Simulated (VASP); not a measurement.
Wanted: the native input for a VASP 6.6.1 run.

```yaml
Task: density of states
Functional: PBE
Potentials_or_basis: VASP PAW PBE potentials, release 64 (Zn, Sn_d, N)
Cutoff: 520 eV
k_mesh: 10 × 10 × 8
Occupations: gaussian, width 0.1 eV
Spin: no spin polarisation
k_mesh_for_the_DOS: 15 × 15 × 12
Occupations_for_the_DOS: tetrahedron
Further_INCAR_settings: ALGO = Normal; EDIFF = 1e-06; NBANDS = 26
```

ZnSnN2:

```
Zn Sn N
1.0
     3.41524    0.00000    0.00000
     0.00000    3.41524    0.00000
     0.00000    0.00000    4.77055
Zn Sn N
1 1 2
Direct
  0.00000 0.00000 0.00000
  0.50000 0.50000 0.50000
  0.00000 0.50000 0.24463
  0.50000 0.00000 0.75537
```

The cell was built by a generator and needn't be a form met in nature.

One way to write it, as run:

POSCAR

```
ZnSnN2                                  
1.0
    3.4152411655      0.0000000000      0.0000000000
    0.0000000000      3.4152411655      0.0000000000
    0.0000000000      0.0000000000      4.7705506250
  Zn              Sn              N             
     1     1     2
Direct
     0.0000000000000000    1.0000000000000000    1.0000000000000000
     0.5000000000000000    0.5000000000000000    0.5000000000000000
     0.0000000000000000    0.5000000000000000    0.2446311679891590
     0.5000000000000000    1.0000000000000000    0.7553688320108412
```

INCAR.step1

```
PREC = Accurate
ENCUT = 520
EDIFF = 1E-6
ISMEAR = 0
SIGMA = 0.1
LREAL = F
LASPH = T
NELM = 60
ALGO = Normal
ISIF = 2
LWAVE = F
LCHARG = T
GGA = PE
NBANDS = 26
KPAR = 4
```

KPOINTS.step1

```
regular mesh
0
Gamma
  10 10 8
```

INCAR.step2

```
PREC = Accurate
ENCUT = 520
EDIFF = 1E-6
ISMEAR = -5
SIGMA = 0.1
LREAL = F
LASPH = T
NELM = 60
ALGO = Normal
ISIF = 2
LWAVE = F
LCHARG = F
GGA = PE
LORBIT = 10
NBANDS = 26
KPAR = 4
NEDOS = 1001
ICHARG = 11
```

KPOINTS.step2

```
regular mesh
0
Gamma
  15 15 12
```

Potentials or basis: VASP PAW PBE potentials, release 64 (Zn, Sn_d, N).

Launch:

```bash
$ cat potpaw_PBE.64/Zn/POTCAR potpaw_PBE.64/Sn_d/POTCAR potpaw_PBE.64/N/POTCAR > POTCAR
$ cp INCAR.step1 INCAR
$ cp KPOINTS.step1 KPOINTS
$ mpirun -np 4 vasp_std > vasp.out
$ cp INCAR.step2 INCAR
$ cp KPOINTS.step2 KPOINTS
$ mpirun -np 4 vasp_std > vasp.out
```

It gave:

```
Valence electrons inside the program's atomic spheres : Zn 10.84; Sn 12.44; N 3.66
```

It took 97 s on 4 MPI ranks on Intel(R) Xeon(R) Platinum 8488C (Sapphire Rapids), on a shared host, peak memory 0.43 GiB a rank.
